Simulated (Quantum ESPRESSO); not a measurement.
# TiTe in Quantum ESPRESSO: the effect of Hubbard term

TiTe:

```
CELL_PARAMETERS angstrom
4.52300 0.00000 0.00000
-2.26150 3.91703 0.00000
0.00000 0.00000 6.30395
ATOMIC_POSITIONS crystal
Ti 0.00000 0.00000 0.00000
Ti 0.00000 0.00000 0.50000
Te 0.33333 0.66667 0.25000
Te 0.66667 0.33333 0.75000
```

The cell comes from a database or a generator and needn't be the stable form of this composition.

Alike in all runs:

* Program: Quantum ESPRESSO 7.5
* Task: single point
* Functional: PBEsol
* Potentials or basis: GBRV 1.5 PBEsol
* Cutoff: 612 eV
* Density cutoff: 4898 eV
* k mesh: 5 × 5 × 3
* Occupations: gaussian, width 0.05 eV
* Spin: collinear spin, ferromagnetic start
* Starting moments: [2.0, 2.0, 0.0, 0.0] μB
* Hubbard projectors: atomic
* Double: 1
* Start of the occupations: atomic
* Moments locked: none
* Magnetic state asked for: fm
* Formal shell electrons: 1 d2, 2 d2

```csv
Hubbard term,pressure (GPa),moment (μB)
none,-11.6,2.71
Ti d U = 1 eV,?,?
Ti d U = 2 eV,-6.9,4.00
```

Question: What does the run with Hubbard term Ti d U = 1 eV give?

Answer: Pressure -8.8 GPa; moment 3.83 μB.

Caveats: the U is typed as a test and isn't derived for this compound (some runs).
